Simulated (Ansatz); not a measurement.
**Platinum, omega (AlB2-type) under r²SCAN: from relaxation to bulk modulus**

Aim: take platinum in the omega (AlB2-type) structure, relax it, solve it on a dense k-mesh, then scale the cell to 7 volumes from 88 to 112 % of the relaxed one and try a fit of the equation of state. Spin polarisation is left out. The k-meshes are 8×8×12 for the relaxation; 11×11×15 for the dense run; 9×9×13 for the volumes.

Method: DFT r2SCAN, plane waves (500 eV) with PAW, scalar-relativistic; the PAW data stem from PBE, with regenerated cores, in Ansatz 0.2.0.

### Step 1. Starting point

The structure is hexagonal, space group P6/mmm (No. 191). Conventional cell: a = 4.402 Å, b = 4.402 Å, c = 2.698 Å, α = 90.00°, β = 90.00°, γ = 120.00°. Around Pt (site symmetry 6/mmm) lie 14 Pt at 2.70 to 2.88 Å. Pt (site symmetry -6m2) is surrounded by 11 Pt at 2.54 to 2.88 Å.

As a file:

```xyz
3
Lattice="4.4020 0.0000 0.0000 -2.2010 3.8123 0.0000 0.0000 0.0000 2.6984" Properties=species:S:1:pos:R:3 pbc="T T T"
Pt    0.0000    0.0000    0.0000
Pt    0.0000    2.5415    1.3492
Pt    2.2010    1.2708    1.3492
```

### Step 2. Relaxing cell and atoms

The input, input.yaml:

```yaml
crystal:
  lattice:
    - [4.4020276304, 0.0, 0.0]
    - [-2.2010138152, 3.8122677561, 0.0]
    - [0.0, 0.0, 2.6984429374]
  atoms:
    - { symbol: Pt, position: [0.0, 0.0, 0.0] }
    - { symbol: Pt, position: [0.3333333333, 0.6666666667, 0.5] }
    - { symbol: Pt, position: [0.6666666667, 0.3333333333, 0.5] }
hamiltonian:
  xc: r2scan
  pseudopotentials:
    kind: paw
    azcp:
      Pt: "pseudopotentials/Pt.paw.azcp"
basis:
  ecutwfc: 500
  fft_grid_basis: typed
kpoints:
  mp_grid: { grid: [8, 8, 12], shift: [0, 0, 0] }
magnetization:
  spin_polarized: false
scf:
  occupations: { method: fermi_dirac, width: 0.1 }
relax:
  max_steps: 60
  f_tol: 0.01
  cell: {}
```

Launch:

```
$ ansatz run input.yaml --threads 1 --pin off --max-ram 3584MiB --backend cpu --events-out ev --progress --plain --runs-dir out
```

What it wrote:

```text
Engine: ansatz 0.2.0, x86_64-unknown-linux-gnu
Pseudopotentials: kind: paw
Pseudopotential: Pt, paw, valence charge 18, recommended cutoff 500 eV (meta_gga), <dir>
Functional definition: r2SCAN
  parameter k0 = 0.174
  parameter k1 = 0.065
  parameter a1 = 4.9479
  exchange = r2scan_x(k0 = k0, k1 = k1, a1 = a1)
  correlation = r2scan_c
Crystal: 3 atoms, lattice volume = 45.284 Å³
Basis set: ecut = 500 eV, 1137 PW (Γ), exchange–correlation on 144×144×80 points (64 copies of the dense FFT grid, shifted against one another)
Bands: 33, of which v1, the nominal top of the filled ones, is band 27 counted from 1 (26 counted from 0)
Symmetry: 24 space group operations
Space group: P6/mmm (ITA 191), of the structure as read, at distance tolerance 3.6e-5 Å
k-points: 70 of 768
Non-local potential: Pt, projectors of the file, l = 0: 3, l = 1: 2, l = 2: 2, l = 3: 1
PAW form: soft (Blöchl's): semilocal exchange-correlation on the pseudo side does not see the compensation charge
PAW frozen core: Pt, regenerated for the run's functional (the file was generated under x = pbe(κ = 0.804, μ = 0.2195149727645171), c = pbe(β = 0.06672455060314922))
PAW one-centre angular grid: Pt, 590 points (default); XC on 160 Gauss nodes
Initial density: superposition of atomic densities (neutral atoms: chi_scale 0, normalization atom), corrected by the library's trained network
Initial wavefunctions: pseudopotential atomic-orbital guess
Functional: x = r2scan, c = r2scan; τ floored in thin density (d = 2e-4 eV/Å³)
SCF iter   1: F=—  HF=-37609.913531 eV  |F-HF|=—  |Δ(HF+E_count)|=         —  Δρ=1.62e-2  dr2=1.06e-1  dr2_τ=4.45e-2  ethr=1.77e-3  ⟨swp⟩=5.8  Hψ=8695  notcnv=0  defer=8
preconditioner: auto → none  [metal: Δε(μ)=0.009 eV  Ē_g=9.863 eV  σ=0.100 eV  W_gap=0.02  n_scr=8 (ndim 8)  ℏωp=30.2 eV  f_vac=0.000  D(μ)=4.71/eV (n_scr^D=56)  sad-step TF]
SCF iter   2: F=—  HF=-37609.924745 eV  |F-HF|=—  |Δ(HF+E_count)|=   1.12e-2  Δρ=7.87e-3  dr2=1.86e-2  dr2_τ=4.27e-3  ethr=1.96e-4  ⟨swp⟩=2.3  Hψ=3983  notcnv=0  defer=32
SCF iter   3: F=—  HF=-37609.939594 eV  |F-HF|=—  |Δ(HF+E_count)|=   1.48e-2  Δρ=1.19e-2  dr2=1.23e-1  dr2_τ=1.06e-2  ethr=3.45e-5  ⟨swp⟩=2.0  Hψ=3970  notcnv=0  defer=32  recentre
SCF iter   4: F=—  HF=-37609.925964 eV  |F-HF|=—  |Δ(HF+E_count)|=   1.36e-2  Δρ=2.36e-3  dr2=2.37e-3  dr2_τ=2.57e-4  ethr=3.45e-5  ⟨swp⟩=2.0  Hψ=3237  notcnv=0  defer=32
SCF iter   5: F=—  HF=-37609.926351 eV  |F-HF|=—  |Δ(HF+E_count)|=   3.86e-4  Δρ=4.20e-4  dr2=4.02e-5  dr2_τ=8.19e-6  ethr=4.39e-6  ⟨swp⟩=1.7  Hψ=3212  notcnv=0  defer=31
SCF iter   6: F=—  HF=-37609.926379 eV  |F-HF|=—  |Δ(HF+E_count)|=   2.86e-5  Δρ=9.85e-5  dr2=1.27e-6  dr2_τ=2.94e-7  ethr=7.44e-8  ⟨swp⟩=2.0  Hψ=3796  notcnv=0  defer=32
SCF iter   7: F=—  HF=-37609.926381 eV  |F-HF|=—  |Δ(HF+E_count)|=   1.65e-6  Δρ=3.53e-5  dr2=3.56e-7  dr2_τ=1.73e-7  ethr=2.35e-9  ⟨swp⟩=2.0  Hψ=3996  notcnv=0  defer=32
SCF iter   8: F=-37609.926381 eV  HF=-37609.926381 eV  |F-HF|=1.34e-8  |Δ(HF+E_count)|=   1.03e-7  Δρ=8.85e-6  dr2=2.91e-8  dr2_τ=3.30e-9  ethr=1.85e-10  ⟨swp⟩=4.0  Hψ=7661  notcnv=0
SCF 1 converged in 8 iterations: F = -37609.926381 eV  dr2 = 2.91e-8
relax step   1: F+E_penalty+E_count = -37609.92638093 eV  Δ(F+E_penalty+E_count) = +0.000e0 eV  max|allowed force component| = 2.220e-16 eV/Å  Δτ_max = 0.0000 Å  P = +11.147 GPa  Ω = 45.284 Å³  (8 SCF iters, dr2 threshold 1.00e-7 eV, accepted)
Crystal: 3 atoms, lattice volume = 50.143 Å³
Basis set: ecut = 500 eV, 1263 PW (Γ), exchange–correlation on 144×144×80 points (64 copies of the dense FFT grid, shifted against one another)
Initial density: handed on by an earlier stage of this run
Initial wavefunctions: those handed on with the density
iter 1 solved again at ethr=2.31e-4 eV; its pass at ethr=3.10e-3 eV (dr2=1.25e-1 eV) is discarded
SCF iter   1: F=—  HF=-37608.724770 eV  |F-HF|=—  |Δ(HF+E_count)|=         —  Δρ=1.59e-2  dr2=1.26e-1  dr2_τ=1.31e0  ethr=2.31e-4  ⟨swp⟩=1.1  Hψ=12064  notcnv=0
preconditioner: auto → Kerker (q_TF=auto, 2.762 Å⁻¹)  [metal: Δε(μ)=0.015 eV  Ē_g=8.836 eV  σ=0.100 eV  W_gap=0.04  n_scr=14 (ndim 8)  ℏωp=28.7 eV  f_vac=0.000  D(μ)=5.08/eV (n_scr^D=68)]
SCF iter   2: F=—  HF=-37609.863283 eV  |F-HF|=—  |Δ(HF+E_count)|=    1.14e0  Δρ=6.74e-3  dr2=1.39e-2  dr2_τ=1.12e-2  ethr=2.31e-4  ⟨swp⟩=2.0  Hψ=4427  notcnv=0
SCF iter   3: F=—  HF=-37609.864009 eV  |F-HF|=—  |Δ(HF+E_count)|=   7.26e-4  Δρ=3.95e-3  dr2=3.69e-3  dr2_τ=6.71e-4  ethr=2.57e-5  ⟨swp⟩=1.0  Hψ=2871  notcnv=0  defer=1
SCF iter   4: F=—  HF=-37609.865385 eV  |F-HF|=—  |Δ(HF+E_count)|=   1.38e-3  Δρ=1.87e-3  dr2=2.40e-3  dr2_τ=3.84e-4  ethr=6.83e-6  ⟨swp⟩=2.0  Hψ=3966  notcnv=0  defer=1
SCF iter   5: F=—  HF=-37609.865102 eV  |F-HF|=—  |Δ(HF+E_count)|=   2.82e-4  Δρ=8.92e-4  dr2=4.24e-4  dr2_τ=3.81e-5  ethr=4.45e-6  ⟨swp⟩=1.0  Hψ=2277  notcnv=0  defer=1
SCF iter   6: F=—  HF=-37609.865049 eV  |F-HF|=—  |Δ(HF+E_count)|=   5.28e-5  Δρ=2.85e-4  dr2=4.61e-5  dr2_τ=2.72e-6  ethr=7.84e-7  ⟨swp⟩=2.2  Hψ=3407  notcnv=0  defer=1
SCF iter   7: F=—  HF=-37609.865040 eV  |F-HF|=—  |Δ(HF+E_count)|=   9.35e-6  Δρ=1.23e-4  dr2=8.14e-6  dr2_τ=5.24e-7  ethr=8.53e-8  ⟨swp⟩=2.4  Hψ=3206  notcnv=0  defer=1
SCF iter   8: F=—  HF=-37609.865038 eV  |F-HF|=—  |Δ(HF+E_count)|=   1.60e-6  Δρ=4.45e-5  dr2=1.09e-6  dr2_τ=7.89e-8  ethr=1.51e-8  ⟨swp⟩=2.0  Hψ=3076  notcnv=0  defer=1
SCF iter   9: F=-37609.865038 eV  HF=-37609.865038 eV  |F-HF|=4.40e-8  |Δ(HF+E_count)|=   2.61e-7  Δρ=1.15e-5  dr2=6.63e-8  dr2_τ=5.26e-9  ethr=5.56e-10  ⟨swp⟩=4.0  Hψ=7454  notcnv=0
SCF 2 converged in 9 iterations: F = -37609.865038 eV  dr2 = 6.63e-8
relax step   2: F+E_penalty+E_count = -37609.86503818 eV  Δ(F+E_penalty+E_count) = +6.134e-2 eV  max|allowed force component| = 2.005e-16 eV/Å  Δτ_max = 0.0000 Å  P = -13.583 GPa  Ω = 50.143 Å³  energy of the carried Pulay correction = -2.357e-3 eV  (9 SCF iters, dr2 threshold 3.00e-7 eV, rejected (line search))
Crystal: 3 atoms, lattice volume = 47.276 Å³
Basis set: ecut = 500 eV, 1191 PW (Γ), exchange–correlation on 144×144×80 points (64 copies of the dense FFT grid, shifted against one another)
iter 1 solved again at ethr=3.46e-5 eV; its pass at ethr=3.10e-3 eV (dr2=1.87e-2 eV) is discarded
SCF iter   1: F=—  HF=-37609.671170 eV  |F-HF|=—  |Δ(HF+E_count)|=         —  Δρ=6.61e-3  dr2=1.91e-2  dr2_τ=3.78e-1  ethr=3.46e-5  ⟨swp⟩=1.4  Hψ=10531  notcnv=0
preconditioner: auto → Kerker (q_TF=auto, 2.789 Å⁻¹)  [metal: Δε(μ)=0.006 eV  Ē_g=9.441 eV  σ=0.100 eV  W_gap=0.02  n_scr=14 (ndim 8)  ℏωp=29.6 eV  f_vac=0.000  D(μ)=4.90/eV (n_scr^D=68)]
SCF iter   2: F=—  HF=-37610.011801 eV  |F-HF|=—  |Δ(HF+E_count)|=   3.41e-1  Δρ=2.23e-3  dr2=9.49e-4  dr2_τ=1.04e-3  ethr=3.46e-5  ⟨swp⟩=2.0  Hψ=4391  notcnv=0
SCF iter   3: F=—  HF=-37610.012478 eV  |F-HF|=—  |Δ(HF+E_count)|=   6.77e-4  Δρ=1.31e-3  dr2=2.67e-4  dr2_τ=7.24e-5  ethr=1.76e-6  ⟨swp⟩=1.8  Hψ=3013  notcnv=0
SCF iter   4: F=—  HF=-37610.012792 eV  |F-HF|=—  |Δ(HF+E_count)|=   3.14e-4  Δρ=6.78e-4  dr2=3.48e-4  dr2_τ=5.73e-5  ethr=4.94e-7  ⟨swp⟩=2.0  Hψ=3825  notcnv=0
SCF iter   5: F=—  HF=-37610.012779 eV  |F-HF|=—  |Δ(HF+E_count)|=   1.34e-5  Δρ=2.14e-4  dr2=2.19e-5  dr2_τ=1.54e-6  ethr=4.94e-7  ⟨swp⟩=1.0  Hψ=2307  notcnv=0
SCF iter   6: F=—  HF=-37610.012775 eV  |F-HF|=—  |Δ(HF+E_count)|=   4.07e-6  Δρ=5.75e-5  dr2=1.69e-6  dr2_τ=9.22e-8  ethr=4.05e-8  ⟨swp⟩=2.0  Hψ=3246  notcnv=0
SCF iter   7: F=—  HF=-37610.012780 eV  |F-HF|=—  |Δ(HF+E_count)|=   5.35e-6  Δρ=1.83e-5  dr2=1.50e-7  dr2_τ=1.04e-8  ethr=3.13e-9  ⟨swp⟩=2.0  Hψ=3367  notcnv=0
SCF iter   8: F=—  HF=-37610.012780 eV  |F-HF|=—  |Δ(HF+E_count)|=   1.26e-8  Δρ=6.31e-6  dr2=1.96e-8  dr2_τ=1.17e-9  ethr=2.77e-10  ⟨swp⟩=2.0  Hψ=3199  notcnv=0
SCF iter   9: F=—  HF=-37610.012780 eV  |F-HF|=—  |Δ(HF+E_count)|=  9.02e-10  Δρ=1.14e-6  dr2=6.40e-10  dr2_τ=4.36e-11  ethr=3.62e-11  ⟨swp⟩=2.0  Hψ=3297  notcnv=0
SCF iter  10: F=-37610.012780 eV  HF=-37610.012780 eV  |F-HF|=1.46e-11  |Δ(HF+E_count)|=  4.37e-11  Δρ=2.08e-7  dr2=2.63e-11  dr2_τ=1.56e-12  ethr=1.00e-12  ⟨swp⟩=4.2  Hψ=11447  notcnv=0
SCF 3 converged in 10 iterations: F = -37610.012780 eV  dr2 = 2.63e-11
relax step   3: F+E_penalty+E_count = -37610.01277993 eV  Δ(F+E_penalty+E_count) = -8.640e-2 eV  max|allowed force component| = 3.685e-16 eV/Å  Δτ_max = 0.0000 Å  P = -1.243 GPa  Ω = 47.276 Å³  energy of the carried Pulay correction = -1.006e-3 eV  (10 SCF iters, accepted)
Crystal: 3 atoms, lattice volume = 47.047 Å³
iter 1 solved again at ethr=2.55e-7 eV; its pass at ethr=3.10e-3 eV (dr2=1.38e-4 eV) is discarded
SCF iter   1: F=—  HF=-37610.011286 eV  |F-HF|=—  |Δ(HF+E_count)|=         —  Δρ=5.83e-4  dr2=1.57e-4  dr2_τ=2.56e-3  ethr=2.55e-7  ⟨swp⟩=2.0  Hψ=10045  notcnv=0
preconditioner: auto → none  [metal: Δε(μ)=0.015 eV  Ē_g=9.474 eV  σ=0.100 eV  W_gap=0.04  n_scr=8 (ndim 8)  ℏωp=29.7 eV  f_vac=0.000  D(μ)=4.86/eV (n_scr^D=68)]
SCF iter   2: F=—  HF=-37610.013832 eV  |F-HF|=—  |Δ(HF+E_count)|=   2.55e-3  Δρ=5.14e-4  dr2=1.36e-4  dr2_τ=2.54e-5  ethr=2.55e-7  ⟨swp⟩=2.0  Hψ=4053  notcnv=0
SCF iter   3: F=—  HF=-37610.013806 eV  |F-HF|=—  |Δ(HF+E_count)|=   2.65e-5  Δρ=2.96e-4  dr2=6.21e-5  dr2_τ=6.92e-6  ethr=2.52e-7  ⟨swp⟩=2.1  Hψ=3056  notcnv=0
SCF iter   4: F=—  HF=-37610.013799 eV  |F-HF|=—  |Δ(HF+E_count)|=   6.34e-6  Δρ=1.75e-4  dr2=1.15e-5  dr2_τ=1.62e-6  ethr=1.15e-7  ⟨swp⟩=1.0  Hψ=2310  notcnv=0
SCF iter   5: F=—  HF=-37610.013800 eV  |F-HF|=—  |Δ(HF+E_count)|=   4.84e-7  Δρ=1.00e-4  dr2=4.88e-6  dr2_τ=3.56e-7  ethr=2.12e-8  ⟨swp⟩=2.0  Hψ=3836  notcnv=0
SCF iter   6: F=—  HF=-37610.013799 eV  |F-HF|=—  |Δ(HF+E_count)|=   8.29e-7  Δρ=5.51e-5  dr2=1.50e-6  dr2_τ=4.65e-8  ethr=9.04e-9  ⟨swp⟩=1.4  Hψ=2680  notcnv=0
SCF iter   7: F=-37610.013799 eV  HF=-37610.013799 eV  |F-HF|=1.71e-7  |Δ(HF+E_count)|=   3.00e-7  Δρ=2.24e-5  dr2=2.53e-7  dr2_τ=1.01e-8  ethr=5.56e-10  ⟨swp⟩=2.8  Hψ=8242  notcnv=0
SCF 4 converged in 7 iterations: F = -37610.013799 eV  dr2 = 2.53e-7
relax step   4: F+E_penalty+E_count = -37610.01379864 eV  Δ(F+E_penalty+E_count) = -1.019e-3 eV  max|allowed force component| = 1.511e-16 eV/Å  Δτ_max = 0.0000 Å  P = -0.019 GPa  Ω = 47.047 Å³  energy of the carried Pulay correction = -8.950e-4 eV  (7 SCF iters, dr2 threshold 3.00e-7 eV, accepted)
Initial wavefunctions: pseudopotential atomic-orbital guess (no wavefunctions were taken with the density)
iter 1 solved again at ethr=2.16e-8 eV; its pass at ethr=3.10e-3 eV (dr2=1.17e-5 eV) is discarded
SCF iter   1: F=—  HF=-37610.014487 eV  |F-HF|=—  |Δ(HF+E_count)|=         —  Δρ=3.83e-4  dr2=2.69e-6  dr2_τ=1.23e-5  ethr=2.16e-8  ⟨swp⟩=4.1  Hψ=15501  notcnv=0
preconditioner: auto → none  [metal: Δε(μ)=0.015 eV  Ē_g=9.471 eV  σ=0.100 eV  W_gap=0.04  n_scr=8 (ndim 8)  ℏωp=29.7 eV  f_vac=0.000  D(μ)=4.86/eV (n_scr^D=68)]
SCF iter   2: F=—  HF=-37610.014708 eV  |F-HF|=—  |Δ(HF+E_count)|=   2.21e-4  Δρ=1.91e-4  dr2=8.01e-7  dr2_τ=7.39e-6  ethr=4.98e-9  ⟨swp⟩=2.0  Hψ=3369  notcnv=0
SCF iter   3: F=—  HF=-37610.014787 eV  |F-HF|=—  |Δ(HF+E_count)|=   7.95e-5  Δρ=1.07e-4  dr2=5.46e-6  dr2_τ=1.66e-6  ethr=1.48e-9  ⟨swp⟩=2.0  Hψ=3389  notcnv=0  recentre
SCF iter   4: F=—  HF=-37610.014796 eV  |F-HF|=—  |Δ(HF+E_count)|=   8.56e-6  Δρ=5.49e-5  dr2=5.38e-7  dr2_τ=5.78e-7  ethr=1.48e-9  ⟨swp⟩=2.0  Hψ=3308  notcnv=0
SCF iter   5: F=—  HF=-37610.014803 eV  |F-HF|=—  |Δ(HF+E_count)|=   6.72e-6  Δρ=6.57e-6  dr2=4.19e-9  dr2_τ=4.77e-9  ethr=9.96e-10  ⟨swp⟩=2.0  Hψ=3102  notcnv=0
SCF iter   6: F=—  HF=-37610.014803 eV  |F-HF|=—  |Δ(HF+E_count)|=   6.48e-8  Δρ=1.47e-6  dr2=4.10e-10  dr2_τ=8.42e-11  ethr=7.75e-12  ⟨swp⟩=2.0  Hψ=4031  notcnv=0
SCF iter   7: F=-37610.014803 eV  HF=-37610.014803 eV  |F-HF|=2.91e-11  |Δ(HF+E_count)|=   1.16e-9  Δρ=2.38e-7  dr2=1.70e-11  dr2_τ=3.61e-12  ethr=1.00e-12  ⟨swp⟩=4.0  Hψ=11659  notcnv=0
SCF 5 converged in 7 iterations: F = -37610.014803 eV  dr2 = 1.70e-11
relax step   5: F+E_penalty+E_count = -37610.01480273 eV  Δ(F+E_penalty+E_count) = -1.004e-3 eV  max|allowed force component| = 2.035e-16 eV/Å  Δτ_max = 0.0000 Å  P = -0.005 GPa  Ω = 47.047 Å³  stress off target by 2.21e-2 GPa  SCF on the basis re-selected at this cell (its energy is not comparable with the rows above)  (7 SCF iters)
basis re-selected at this cell: Δ(F+E_penalty+E_count) = -1.004e-3 eV, ΔP = +0.014 GPa vs the last step (what re-selecting the basis moved, of the pressure what is left beyond the Pulay correction that the steps carried, after the strain that the cell walked since its last selection, with what the two solves' SCF thresholds leave and, on support functions, any second-order correction that the steps lacked; it is no measure of the basis error at this ecutwfc). This SCF's stress stands 2.21e-2 GPa from its target on what of the cell is left free (relax.cell.stress_tol is 5.00e-2 GPa) and its largest allowed force component is 2.04e-16 eV/Å (relax.f_tol is 1.00e-2 eV/Å): within both
SCF converged after 7 iterations
Free energy (F): -37610.014803 eV
Harris-Foulkes:  -37610.014803 eV  (|F-HF|=2.91e-11)
Internal energy: -37609.862331 eV  (E = F + TS)
E sigma→0 (E₀):  -37609.938567 eV
Entropy (-TS):   -0.152472 eV (-50.824 meV/atom)
Fermi energy:    21.883194 eV
--- Per-component energies (eV) ---
  E_band       = -494.473869
  E_kinetic    = 1913.841824
  E_local      = -4579.615975  (includes V_loc(G=0)·N_el)
  E_nonlocal   = 606.925576
  E_hartree    = 1702.802148
  E_xc         = -750.074781
  E_vxc        = -1012.058167  (∫ρ·V_xc dr)
  E_paw        = -28440.101017  (= ΣΔE_a)
  E_vpaw       = -893.802570  (= ΣTr[D̂ρ^β])
  E_aug_tail   = 0.000409  (compensation charges beyond the density's cutoff)
  E_vtau       = 64.630980  (kinetic-family band-sum trace: ∫τ·v_τ [+ j·A + Jᵃ·Aᵃ] dr)
  E_ewald      = -8062.946031
  E_core_change = -0.694483  (= ΣΔE_core)
  E_smearing   = -0.152472  (= −TS)
  E_closure    = 0.000000  (closes the sum)
  Σ components = -37610.014803   (vs F -37610.014803, Δ=0.00e0)
--- Forces (eV/Å), atoms counted from 1 ---
  atom   1  Pt     0.00000000    -0.00000000     0.00000000
  atom   2  Pt     0.00000000     0.00000000     0.00000000
  atom   3  Pt    -0.00000000    -0.00000000    -0.00000000
  max |Σ_I F_I| component: 5.55e-17 eV/Å
--- Stress (GPa, compression-positive) ---
        0.003570      -0.000000      -0.000000
       -0.000000       0.003570      -0.000000
       -0.000000      -0.000000      -0.022103
  P = ⅓ Tr σ = -0.0050 GPa (-0.050 kbar)
--- Relaxed structure (4 steps of the walk, 3 accepted, 1 SCFs on fresh bases) ---
  F+E_penalty+E_count = -37610.01480273 eV   max|allowed force component| = 2.035e-16 eV/Å   (the final SCF, on the basis selected at the relaxed cell)
  cell:  # Å, volume = 47.0468 Å³
    - [4.50078092418193, 3.2704899210276148e-34, -5.153499269498059e-34]
    - [-2.250390462090965, 3.897790617209955, 1.1469269027301204e-18]
    - [-3.1590950521558867e-34, 8.118309096833736e-19, 2.681781104905075]
  atoms:
    - { symbol: Pt, position: [-8.622951641608857e-36, 2.806626262032233e-36, 1.448908652612274e-70] }
    - { symbol: Pt, position: [0.33333333333333326, 0.6666666666666665, 0.5] }
    - { symbol: Pt, position: [0.6666666666666665, 0.33333333333333326, 0.5] }
```

Run time: 92 s. Hardware: 1 thread of Intel Xeon Platinum 8259CL at 2.50GHz (Skylake/Cascade Lake), shared host; peak memory 0.69 GiB.

Step by step:

```csv
step,energy change (meV/atom),largest force (eV/Å),pressure (GPa),volume (Å³/atom),accepted
1,0.00,0.0000,11.15,15.095,yes
2,20.45,0.0000,-13.58,16.714,no
3,-28.80,0.0000,-1.24,15.759,yes
4,-29.14,0.0000,-0.02,15.682,yes
5,-29.47,0.0000,0.00,15.682,yes
```

Steps that repeat a cell are solved on a basis chosen anew, so their changes of energy are no gain of the relaxation.

The cell of the run, before and after:

|  | before | after | change |
| --- | --- | --- | --- |
| a (Å) | 4.402 | 4.501 | +2.2 % |
| b (Å) | 4.402 | 4.501 | +2.2 % |
| c (Å) | 2.698 | 2.682 | -0.6 % |
| volume (Å³/atom) | 15.095 | 15.682 | +3.9 % |
| shortest distance (Å) | 2.542 | 2.599 | +2.2 % |
| space group (spins left aside) | P6/mmm | P6/mmm | same |

### Step 3. The energy on a finer k-mesh

The input, input.yaml:

```yaml
crystal:
  lattice:
    - [4.5007809242, 0.0, 0.0]
    - [-2.2503904621, 3.8977906172, 0.0]
    - [0.0, 0.0, 2.6817811049]
  atoms:
    - { symbol: Pt, position: [1.0, 0.0, 1.0] }
    - { symbol: Pt, position: [0.3333333333, 0.6666666667, 0.5] }
    - { symbol: Pt, position: [0.6666666667, 0.3333333333, 0.5] }
hamiltonian:
  xc: r2scan
  pseudopotentials:
    kind: paw
    azcp:
      Pt: "pseudopotentials/Pt.paw.azcp"
basis:
  ecutwfc: 500
  fft_grid_basis: typed
kpoints:
  mp_grid: { grid: [11, 11, 15], shift: [0, 0, 0] }
magnetization:
  spin_polarized: false
scf:
  occupations: { method: fermi_dirac, width: 0.1 }
```

Launch:

```
$ ansatz run input.yaml --threads 1 --pin off --max-ram 3584MiB --backend cpu --events-out ev --progress --plain --runs-dir out
```

What it wrote, cut to the lines that bear on the results:

```text
[...]
[... 3 set-up lines as earlier in the session ...]
[...]
Crystal: 3 atoms, lattice volume = 47.047 Å³
Basis set: ecut = 500 eV, 1191 PW (Γ), exchange–correlation on 144×144×80 points (64 copies of the dense FFT grid, shifted against one another)
Bands: 33, of which v1, the nominal top of the filled ones, is band 27 counted from 1 (26 counted from 0)
[... 2 set-up lines as earlier in the session ...]
k-points: 128 of 1815
[...]
SCF iter   1: F=—  HF=-37609.994520 eV  |F-HF|=—  |Δ(HF+E_count)|=         —  Δρ=1.58e-2  dr2=1.03e-1  dr2_τ=3.90e-2  ethr=1.77e-3  ⟨swp⟩=5.9  Hψ=15888  notcnv=0  defer=8
[...]
SCF iter   8: F=-37610.005670 eV  HF=-37610.005670 eV  |F-HF|=1.21e-8  |Δ(HF+E_count)|=   1.24e-7  Δρ=8.29e-6  dr2=2.80e-8  dr2_τ=4.12e-9  ethr=1.85e-10  ⟨swp⟩=2.5  Hψ=8437  notcnv=0
[...]
SCF converged after 8 iterations
Free energy (F): -37610.005670 eV
[...]
E sigma→0 (E₀):  -37609.927972 eV
Entropy (-TS):   -0.155396 eV (-51.799 meV/atom)
Fermi energy:    21.879280 eV
[...]
```

Run time: 28 s. Hardware: 1 thread of Intel Xeon Platinum 8259CL at 2.50GHz (Skylake/Cascade Lake), shared host; peak memory 0.69 GiB.

[end of part 1 of 2]
